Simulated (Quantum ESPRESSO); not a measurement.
# GaP (R-3m) in Quantum ESPRESSO: equation of state

Aim: energy against volume of GaP in PBE, for its equilibrium volume and stiffness.

Everything below comes from runs of Quantum ESPRESSO 7.5. Logs are shortened: lines on timing, memory, paths and dates and some standing lists are left out, and cuts for length are marked.

## (1) Starting point

The structure is trigonal, space group R-3m (No. 166). Conventional cell: a = 3.886 Å, b = 3.886 Å, c = 19.292 Å, α = 90.00°, β = 90.00°, γ = 120.00°. Ga (site symmetry 3m) has 3 P at 2.40 Å and 1 Ga at 2.49 Å as nearest neighbours. P (site symmetry 3m) is surrounded by 1 P at 2.21 Å and 3 Ga at 2.40 Å.

Measurements of this composition are mostly on another form, of space group No. 216.

## (2) Single point, PBE, 19.76 Å³/atom

Input file pw.in:

```
&CONTROL
  calculation = 'scf'
  prefix = 'pwscf'
  outdir = './tmp'
  pseudo_dir = './pseudo'
  tprnfor = .true.
  tstress = .true.
  disk_io = 'nowf'
/
&SYSTEM
  ibrav = 0
  nat = 4
  ntyp = 2
  ecutwfc = 70
  ecutrho = 560
  nbnd = 26
  occupations = 'smearing'
  smearing = 'fd'
  degauss = 0.00367493
/
&ELECTRONS
  conv_thr = 8d-10
  electron_maxstep = 120
  mixing_beta = 0.5
/
ATOMIC_SPECIES
Ga    69.7230 Ga.pbe-dn-kjpaw_psl.1.0.0.UPF
P     30.9738 P.pbe-n-rrkjus_psl.1.0.0.UPF
CELL_PARAMETERS angstrom
   1.9033506749    1.0989000245    6.2995322420
  -1.9033506749    1.0989000245    6.2995322420
   0.0000000000   -2.1978000491    6.2995322420
ATOMIC_POSITIONS crystal
Ga     0.5646280000    0.5646280000    0.5646280000
Ga     0.4353720000    0.4353720000    0.4353720000
P      0.9426110000    0.9426110000    0.9426110000
P      0.0573890000    0.0573890000    0.0573890000
K_POINTS automatic
8 8 8 0 0 0
```

Potentials or basis: SSSP 1.3 efficiency PBE.

The run is started by

```bash
> OMP_NUM_THREADS=1 mpirun -n 2 pw.x -nk 2 -in pw.in > pw.out
```

pw.out:

```text
This program is part of the open-source Quantum ESPRESSO suite
     for quantum simulation of materials; please cite
         "P. Giannozzi et al., J. Phys.:Condens. Matter 21 395502 (2009);
         "P. Giannozzi et al., J. Phys.:Condens. Matter 29 465901 (2017);
         "P. Giannozzi et al., J. Chem. Phys. 152 154105 (2020);
     in publications or presentations arising from this work. More details at

     file Ga.pbe-dn-kjpaw_psl.1.0.0.UPF: wavefunction(s)  4S renormalized
     Message from routine setup:
     using ibrav=0 with symmetry is DISCOURAGED, use correct ibrav instead

     K-points division:     npool     =       2
     Subspace diagonalization in iterative solution of the eigenvalue problem:
     a serial algorithm will be used

     G-vector sticks info
     --------------------
     sticks:   dense  smooth     PW     G-vecs:    dense   smooth      PW
     Sum        3877    1943    589               119177    42201    7145

     Using Slab Decomposition

     bravais-lattice index     =            0
     lattice parameter (alat)  =      12.6081  a.u.
     unit-cell volume          =     533.4984 (a.u.)^3
     number of atoms/cell      =            4
     number of atomic types    =            2
     number of electrons       =        36.00
     number of Kohn-Sham states=           26
     kinetic-energy cutoff     =      70.0000  Ry
     charge density cutoff     =     560.0000  Ry
     scf convergence threshold =      8.0E-10
     mixing beta               =       0.5000
     number of iterations used =            8  plain     mixing
     Exchange-correlation= PBE
                           (   1   4   3   4   0   0   0)

     celldm(1)=  12.608089  celldm(2)=   0.000000  celldm(3)=   0.000000
     celldm(4)=   0.000000  celldm(5)=   0.000000  celldm(6)=   0.000000

     crystal axes: (cart. coord. in units of alat)
               a(1) = (   0.285278   0.164705   0.944187 )
               a(2) = (  -0.285278   0.164705   0.944187 )
               a(3) = (   0.000000  -0.329411   0.944187 )

     reciprocal axes: (cart. coord. in units 2 pi/alat)
               b(1) = (  1.752676  1.011908  0.353038 )
               b(2) = ( -1.752676  1.011908  0.353038 )
               b(3) = (  0.000000 -2.023816  0.353038 )

     PseudoPot. # 1 for Ga read from file:
     Ga.pbe-dn-kjpaw_psl.1.0.0.UPF
     Pseudo is Projector augmented-wave + core cor, Zval = 13.0
     Generated using "atomic" code by A. Dal Corso  v.5.1
     Shape of augmentation charge: PSQ
     Using radial grid of 1205 points,  6 beta functions with:
                l(1) =   0
                l(2) =   0
                l(3) =   1
                l(4) =   1
                l(5) =   2
                l(6) =   2
     Q(r) pseudized with 0 coefficients

     PseudoPot. # 2 for P  read from file:
     P.pbe-n-rrkjus_psl.1.0.0.UPF
     Pseudo is Ultrasoft + core correction, Zval =  5.0
     Generated using "atomic" code by A. Dal Corso  v.5.1
     Using radial grid of 1147 points,  6 beta functions with:
                l(1) =   0
                l(2) =   0
                l(3) =   1
                l(4) =   1
                l(5) =   2
                l(6) =   2
     Q(r) pseudized with 0 coefficients

     atomic species   valence    mass     pseudopotential
     Ga               13.00    69.72300     Ga( 1.00)
     P                 5.00    30.97380     P ( 1.00)

     12 Sym. Ops., with inversion, found

   Cartesian axes

     site n.     atom                  positions (alat units)
         1        Ga     tau(   1) = (  -0.0000000  -0.0000000   1.5993428  )
         2        Ga     tau(   2) = (   0.0000000  -0.0000000   1.2332174  )
         3        P      tau(   3) = (  -0.0000000  -0.0000000   2.6700024  )
         4        P      tau(   4) = (  -0.0000000  -0.0000000   0.1625578  )

     number of k points=    65  Fermi-Dirac smearing, width (Ry)=  0.0037
                       cart. coord. in units 2pi/alat
        k(    1) = (   0.0000000   0.0000000   0.0000000), wk =   0.0039062
        k(    2) = (   0.0000000  -0.2529770   0.0441297), wk =   0.0234375
        k(    3) = (   0.0000000  -0.5059539   0.0882594), wk =   0.0234375
        k(    4) = (   0.0000000  -0.7589309   0.1323891), wk =   0.0234375
        k(    5) = (   0.0000000   1.0119079  -0.1765188), wk =   0.0117188
        k(    6) = (  -0.2190845  -0.1264885   0.0882594), wk =   0.0234375
[... 57 lines left out ...]
        k(   64) = (   1.5335914   0.6324424  -0.1765188), wk =   0.0234375
        k(   65) = (   0.0000000   0.0000000  -0.5295563), wk =   0.0039062

     Dense  grid:   119177 G-vectors     FFT dimensions: (  96,  96,  96)

     Smooth grid:    42201 G-vectors     FFT dimensions: (  72,  72,  72)

     Initial potential from superposition of free atoms

     starting charge      35.9938, renormalised to      36.0000
     Starting wfcs are   26 randomized atomic wfcs
     Checking if some PAW data can be deallocated...

     Self-consistent Calculation

     iteration #  1     ecut=    70.00 Ry     beta= 0.50
     Davidson diagonalization with overlap
     ethr =  1.00E-02,  avg # of iterations =  4.9

     Threshold (ethr) on eigenvalues was too large:
     Diagonalizing with lowered threshold

     Davidson diagonalization with overlap
     ethr =  2.41E-04,  avg # of iterations =  7.5

     total energy              =    -584.00808309 Ry
     estimated scf accuracy    <       0.10338207 Ry

     iteration #  2     ecut=    70.00 Ry     beta= 0.50
     Davidson diagonalization with overlap
     ethr =  2.87E-04,  avg # of iterations =  2.0

     total energy              =    -584.01710483 Ry
     estimated scf accuracy    <       0.01841557 Ry

     iteration #  3     ecut=    70.00 Ry     beta= 0.50
     Davidson diagonalization with overlap
     ethr =  5.12E-05,  avg # of iterations =  7.1

     total energy              =    -584.02221925 Ry
     estimated scf accuracy    <       0.00730658 Ry

     iteration #  4     ecut=    70.00 Ry     beta= 0.50
     Davidson diagonalization with overlap
     ethr =  2.03E-05,  avg # of iterations =  4.8

     total energy              =    -584.02382495 Ry
     estimated scf accuracy    <       0.00121793 Ry

     iteration #  5     ecut=    70.00 Ry     beta= 0.50
     Davidson diagonalization with overlap
     ethr =  3.38E-06,  avg # of iterations =  7.2
[... 43 lines left out ...]
     total energy              =    -584.02449512 Ry
     estimated scf accuracy    <       0.00000004 Ry

     iteration # 12     ecut=    70.00 Ry     beta= 0.50
     Davidson diagonalization with overlap
     ethr =  2.98E-11,  avg # of iterations =  8.9

     total energy              =    -584.02449513 Ry
     estimated scf accuracy    <       0.00000012 Ry

     iteration # 13     ecut=    70.00 Ry     beta= 0.50
     Davidson diagonalization with overlap
     ethr =  2.98E-11,  avg # of iterations =  4.3

     total energy              =    -584.02449513 Ry
     estimated scf accuracy    <          8.0E-09 Ry

     iteration # 14     ecut=    70.00 Ry     beta= 0.50
     Davidson diagonalization with overlap
     ethr =  2.21E-11,  avg # of iterations =  2.3

     End of self-consistent calculation

          k = 0.0000 0.0000 0.0000 (  5317 PWs)   bands (ev):

    -7.1235  -6.9744  -6.9744  -6.9575  -6.9575  -6.8964  -6.8964  -6.7616
    -6.7582  -6.7582  -5.8582  -2.9679   0.2324   5.8225   5.8225   7.4968
     7.7417   7.7417   8.9725   9.7463  10.5487  11.4192  11.4192  12.0984
    12.0984  16.0569

          k = 0.0000-0.2530 0.0441 (  5316 PWs)   bands (ev):

    -7.1199  -7.0015  -6.9722  -6.9694  -6.9496  -6.9001  -6.8917  -6.7702
    -6.7593  -6.7374  -5.6823  -2.8174   0.3490   4.8035   5.6108   6.3700
     7.2028   7.3259   9.8571  10.2030  10.7087  11.8854  11.9735  12.0136
    12.6613  15.7340

          k = 0.0000-0.5060 0.0883 (  5266 PWs)   bands (ev):

    -7.1142  -7.0510  -6.9922  -6.9684  -6.9306  -6.9092  -6.8785  -6.7779
    -6.7618  -6.7042  -5.2163  -2.3901   0.5643   3.3679   4.3985   5.1834
     6.4161   6.5987   9.9161  10.3845  10.9021  12.7972  12.9769  13.2872
    13.9980  15.0182

          k = 0.0000-0.7589 0.1324 (  5263 PWs)   bands (ev):

    -7.1180  -7.0825  -7.0087  -6.9662  -6.9188  -6.9116  -6.8632  -6.7843
    -6.7645  -6.6764  -4.6325  -1.8261   0.4247   2.7326   2.8413   4.8340
     5.4455   6.0529   9.4795  10.4089  11.3785  12.4460  13.6902  14.2615
    14.8042  15.1768

          k = 0.0000 1.0119-0.1765 (  5264 PWs)   bands (ev):
[... 244 lines left out ...]
          k = 1.0954 0.6324-0.3089 (  5284 PWs)   bands (ev):

    -7.1092  -7.0639  -7.0262  -6.9720  -6.9196  -6.9106  -6.8637  -6.8044
    -6.7586  -6.6769  -4.5254  -2.1398   1.0598   1.4502   3.7557   4.5809
     6.5678   6.5728   8.9324   9.7201   9.8298  11.8561  11.9347  15.6239
    15.8906  16.6489

          k = 1.0954 0.3795-0.2648 (  5273 PWs)   bands (ev):

    -7.1104  -7.0708  -7.0313  -6.9698  -6.9295  -6.8989  -6.8631  -6.8015
    -6.7618  -6.6680  -4.2707  -1.6493   0.7843   0.9239   3.7324   3.9755
     5.5223   6.8388   8.8577   9.9732  10.3736  11.7594  12.4436  15.4531
    16.1861  16.5229

          k = 1.0954 0.1265-0.2206 (  5269 PWs)   bands (ev):

    -7.1121  -7.0726  -7.0313  -6.9622  -6.9440  -6.8864  -6.8717  -6.7904
    -6.7693  -6.6636  -4.1030  -1.1495   0.3483   1.1369   3.2901   3.6475
     4.2666   6.5726   9.4161  10.2551  12.0911  12.4491  13.4315  14.6857
    15.6029  15.8773

          k = 1.0954-0.1265-0.1765 (  5284 PWs)   bands (ev):

    -7.1179  -7.0759  -7.0246  -6.9594  -6.9457  -6.8866  -6.8713  -6.7783
    -6.7776  -6.6633  -4.1265  -1.1326   0.2302   1.6387   3.0872   3.6282
     3.9400   6.0794  10.5132  10.7382  12.6161  12.6652  13.1743  13.6694
    14.8933  16.2002

          k = 0.8763 0.5060-0.2206 (  5269 PWs)   bands (ev):

    -7.1183  -7.0689  -7.0321  -6.9717  -6.9233  -6.9023  -6.8568  -6.8044
    -6.7600  -6.6665  -4.2750  -1.4951   0.3222   0.9487   3.5916   4.4508
     6.3571   6.7265   8.7609   9.1988   9.9133  11.6839  12.0216  15.7517
    16.5164  17.5510

          k = 0.8763 0.2530-0.1765 (  5257 PWs)   bands (ev):

    -7.1174  -7.0685  -7.0294  -6.9693  -6.9289  -6.8988  -6.8629  -6.7961
    -6.7633  -6.6678  -4.3214  -1.4125   0.2452   1.4052   3.4523   3.9851
     5.3529   6.7268   9.5183  10.0733  10.7145  11.9032  12.2273  15.3597
    15.8089  16.2583

          k = 0.6573 0.3795-0.1324 (  5254 PWs)   bands (ev):

    -7.1187  -7.0646  -7.0217  -6.9707  -6.9186  -6.9102  -6.8634  -6.7943
    -6.7609  -6.6766  -4.6237  -1.7436   0.3327   2.0539   3.2369   4.6428
     6.4263   6.5746   9.2845   9.5094  11.0812  11.7911  12.2735  14.7885
    15.7598  16.3485

          k = 0.0000 0.0000 0.2648 (  5297 PWs)   bands (ev):

    -7.1214  -6.9731  -6.9731  -6.9590  -6.9590  -6.8972  -6.8972  -6.7768
    -6.7572  -6.7572  -5.7348  -3.4021   1.0997   5.7114   5.8686   5.8686
     7.6016   7.6016   8.9884  10.4012  11.5034  11.5034  11.7255  12.4306
    12.4306  16.0594
[... 106 lines left out ...]
          k = 1.5336 0.8854-0.2206 (  5283 PWs)   bands (ev):

    -7.1144  -6.9926  -6.9793  -6.9710  -6.9521  -6.9015  -6.8929  -6.7892
    -6.7566  -6.7397  -5.4344  -3.5879   2.3373   3.9734   4.9651   5.6085
     6.5137   7.3132   9.8554  10.7154  11.7399  11.8001  12.3315  13.4634
    13.4962  13.9151

          k = 1.5336 0.6324-0.1765 (  5286 PWs)   bands (ev):

    -7.1062  -7.0337  -6.9940  -6.9664  -6.9420  -6.9044  -6.8860  -6.7929
    -6.7582  -6.7140  -5.1424  -3.2365   2.2585   3.4477   4.0884   5.0209
     6.1648   6.5907  10.2924  10.7767  11.1274  12.4882  12.6636  13.0094
    13.7456  13.9928

          k = 0.0000 0.0000-0.5296 (  5318 PWs)   bands (ev):

    -7.1192  -6.9712  -6.9712  -6.9611  -6.9611  -6.8980  -6.8980  -6.7905
    -6.7562  -6.7562  -5.5851  -3.7858   2.4232   3.9725   5.9202   5.9202
     7.4638   7.4638   9.0147  10.3069  11.5885  11.5885  12.8190  12.8190
    14.2339  14.5504

     the Fermi energy is     8.1595 ev

!    total energy              =    -584.02449513 Ry
     estimated scf accuracy    <          2.5E-10 Ry
     smearing contrib. (-TS)   =      -0.00000027 Ry
     internal energy E=F+TS    =    -584.02449486 Ry

     The total energy is F=E-TS. E is the sum of the following terms:
     one-electron contribution =    -232.26164818 Ry
     hartree contribution      =     148.04686564 Ry
     xc contribution           =     -85.22045887 Ry
     ewald contribution        =    -192.07580779 Ry
     one-center paw contrib.   =    -222.51344565 Ry

     convergence has been achieved in  14 iterations

     Forces acting on atoms (cartesian axes, Ry/au):

     atom    1 type  1   force =     0.00000000    0.00000000   -0.00551105
     atom    2 type  1   force =    -0.00000000   -0.00000000    0.00551105
     atom    3 type  2   force =     0.00000000   -0.00000000   -0.00899325
     atom    4 type  2   force =    -0.00000000    0.00000000    0.00899325

     Total force =     0.014916     Total SCF correction =     0.000003

     Computing stress (Cartesian axis) and pressure

          total   stress  (Ry/bohr**3)                   (kbar)     P=       50.37
   0.00031627  -0.00000000  -0.00000000           46.53       -0.00       -0.00
  -0.00000000   0.00031627   0.00000000           -0.00       46.53        0.00
   0.00000000   0.00000000   0.00039465            0.00        0.00       58.06

=------------------------------------------------------------------------------=
   JOB DONE.
=------------------------------------------------------------------------------=
```

Wall time 8.5 min (2 MPI ranks of Arm Neoverse V1, shared host); peak memory 0.78 GiB.

Results:

- Free energy: -7946.0581 eV
- Pressure: 5.0 GPa
- Largest force: 0.231 eV/Å
- Band gap on the k mesh: 0.83 eV, indirect (least direct gap 1.23 eV)

## (3) Single point, PBE, 20.18 Å³/atom

pw.in: that of step 2 with these lines changed.

```diff
@@ -29,5 +29,5 @@
 CELL_PARAMETERS angstrom
-   1.9033506749    1.0989000245    6.2995322420
-  -1.9033506749    1.0989000245    6.2995322420
-   0.0000000000   -2.1978000491    6.2995322420
+   1.9167549946    1.1066390121    6.3438966068
+  -1.9167549946    1.1066390121    6.3438966068
+   0.0000000000   -2.2132780241    6.3438966068
 ATOMIC_POSITIONS crystal
```

Potentials or basis: SSSP 1.3 efficiency PBE.

The run is started by

```bash
> OMP_NUM_THREADS=1 mpirun -n 2 pw.x -nk 2 -in pw.in > pw.out
```

It took 6.3 min on 2 MPI ranks of Arm Neoverse V1, shared host; peak memory 0.8 GiB.

It converged, with:

| Property | Result |
| --- | --- |
| Free energy | -7946.1023 eV |
| Pressure | 3.2 GPa |
| Largest force | 0.168 eV/Å |
| Band gap on the k mesh | 0.83 eV, indirect (least direct gap 1.20 eV) |

## (4) Single point, PBE, 20.61 Å³/atom

pw.in: that of step 3 with these lines changed.

```diff
@@ -29,5 +29,5 @@
 CELL_PARAMETERS angstrom
-   1.9167549946    1.1066390121    6.3438966068
-  -1.9167549946    1.1066390121    6.3438966068
-   0.0000000000   -2.2132780241    6.3438966068
+   1.9299744123    1.1142712464    6.3876490005
+  -1.9299744123    1.1142712464    6.3876490005
+   0.0000000000   -2.2285424929    6.3876490005
 ATOMIC_POSITIONS crystal
```

The run is started by

```bash
> OMP_NUM_THREADS=1 mpirun -n 2 pw.x -nk 2 -in pw.in > pw.out
```

It took 6.8 min on 2 MPI ranks of Arm Neoverse V1, shared host; peak memory 0.82 GiB.

It converged, with:

| Quantity | Value |
| --- | --- |
| Free energy | -7946.1278 eV |
| Pressure | 1.5 GPa |
| Largest force | 0.110 eV/Å |
| Band gap on the k mesh | 0.84 eV, indirect (least direct gap 1.16 eV) |

## (5) Single point, PBE, 21.03 Å³/atom

pw.in: that of step 4 with these lines changed.

```diff
@@ -29,5 +29,5 @@
 CELL_PARAMETERS angstrom
-   1.9299744123    1.1142712464    6.3876490005
-  -1.9299744123    1.1142712464    6.3876490005
-   0.0000000000   -2.2285424929    6.3876490005
+   1.9430151755    1.1218003346    6.4308101003
+  -1.9430151755    1.1218003346    6.4308101003
+   0.0000000000   -2.2436006692    6.4308101003
 ATOMIC_POSITIONS crystal
```

The run is started by

```bash
> OMP_NUM_THREADS=1 mpirun -n 2 pw.x -nk 2 -in pw.in > pw.out
```

Run time: 7.3 min. Hardware: 2 MPI ranks of Arm Neoverse V1, shared host; peak memory 0.84 GiB.

The run converged. Its results:

- Free energy: -7946.1365 eV
- Pressure: 0.0 GPa
- Largest force: 0.060 eV/Å
- Band gap on the k mesh: 0.83 eV, indirect (least direct gap 1.13 eV)

## (6) Single point, PBE, 21.45 Å³/atom

pw.in: that of step 5 with these lines changed.

```diff
@@ -29,5 +29,5 @@
 CELL_PARAMETERS angstrom
-   1.9430151755    1.1218003346    6.4308101003
-  -1.9430151755    1.1218003346    6.4308101003
-   0.0000000000   -2.2436006692    6.4308101003
+   1.9558832007    1.1292296924    6.4733994878
+  -1.9558832007    1.1292296924    6.4733994878
+   0.0000000000   -2.2584593848    6.4733994878
 ATOMIC_POSITIONS crystal
```

Potentials or basis: SSSP 1.3 efficiency PBE.

The run is started by

```bash
> OMP_NUM_THREADS=1 mpirun -n 2 pw.x -nk 2 -in pw.in > pw.out
```

It took 7.4 min on 2 MPI ranks of Arm Neoverse V1, shared host; peak memory 0.84 GiB.

It converged, with:

```
Free energy            : -7946.1302 eV
Pressure               : -1.4 GPa
Largest force          : 0.035 eV/Å
Band gap on the k mesh : 0.82 eV, indirect (least direct gap 1.08 eV)
```

## (7) Single point, PBE, 21.87 Å³/atom

pw.in: that of step 6 with these lines changed.

```diff
@@ -29,5 +29,5 @@
 CELL_PARAMETERS angstrom
-   1.9558832007    1.1292296924    6.4733994878
-  -1.9558832007    1.1292296924    6.4733994878
-   0.0000000000   -2.2584593848    6.4733994878
+   1.9685840968    1.1365625582    6.5154357273
+  -1.9685840968    1.1365625582    6.5154357273
+   0.0000000000   -2.2731251164    6.5154357273
 ATOMIC_POSITIONS crystal
```

The run is started by

```bash
> OMP_NUM_THREADS=1 mpirun -n 2 pw.x -nk 2 -in pw.in > pw.out
```

It took 7.8 min on 2 MPI ranks of Arm Neoverse V1, shared host; peak memory 0.86 GiB.

The run converged. Its results:

- Free energy: -7946.1104 eV
- Pressure: -2.6 GPa
- Largest force: 0.039 eV/Å
- Band gap on the k mesh: 0.81 eV, indirect (least direct gap 1.02 eV)

## (8) Equation of state, PBE

Potentials or basis: SSSP 1.3 efficiency PBE.

No new run: the results of the series are fitted here.

Results:

```
Equilibrium volume                        : 21.05 Å³/atom
Bulk modulus at fixed shape and positions : 71 GPa
Pressure derivative of the bulk modulus   : 4.6
```

Energy against volume, from the lowest point:
```tsv
volume (Å³/atom)	energy (meV/atom)
19.764	19.61
20.185	8.54
20.605	2.17
21.026	0.00
21.446	1.58
21.867	6.53
```

Caveat: the cell was scaled at fixed shape and fractional positions, which overstates the stiffness of a crystal with free parameters, most of all of layers and chains.
